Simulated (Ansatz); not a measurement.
Electrostatic potentials at the Se nuclei in Mo3Se4 under strain

Cell: a COD entry, relaxed with PBE at fixed cell and then changed (z compressed by 3 %, ions relaxed).

```yaml
crystal:
  lattice:
    - [4.77250, 2.75540, 3.62457]
    - [-4.77250, 2.75540, 3.62457]
    - [0.00000, -5.51081, 3.62457]
  atoms:
    - { symbol: Mo, position: [0.21946, 0.41314, 0.54190] }
    - { symbol: Mo, position: [0.54190, 0.21946, 0.41314] }
    - { symbol: Mo, position: [0.41314, 0.54190, 0.21946] }
    - { symbol: Mo, position: [0.78054, 0.58686, 0.45810] }
    - { symbol: Mo, position: [0.45810, 0.78054, 0.58686] }
    - { symbol: Mo, position: [0.58686, 0.45810, 0.78054] }
    - { symbol: Se, position: [0.37389, 0.12918, 0.74734] }
    - { symbol: Se, position: [0.74734, 0.37389, 0.12918] }
    - { symbol: Se, position: [0.12918, 0.74734, 0.37389] }
    - { symbol: Se, position: [0.62611, 0.87082, 0.25266] }
    - { symbol: Se, position: [0.25266, 0.62611, 0.87082] }
    - { symbol: Se, position: [0.87082, 0.25266, 0.62611] }
    - { symbol: Se, position: [0.20478, 0.20478, 0.20478] }
    - { symbol: Se, position: [0.79522, 0.79522, 0.79522] }
```

Atoms are numbered from 1 in the order listed; like atoms form one site, named after its first atom.

Method: Kohn–Sham DFT in Ansatz, PBE, plane waves and PAW, scalar-relativistic, 420 eV cutoff, Γ-centred 6×6×6 k-points, Fermi–Dirac smearing 0.05 eV.

The potential at a nucleus is that of all electrons and the other nuclei. A higher potential binds the core electrons more strongly, so differences between sites of one element are the initial-state part of core-level shifts.

Problem. Rank the Se sites by the potential at the nucleus, lowest first, and give each against the lowest.
A. atom 7: 4 Mo at 2.52–2.59 Å
B. atom 13: 3 Mo at 2.55 Å

Solution. B (0.00 V), A (0.48 V).
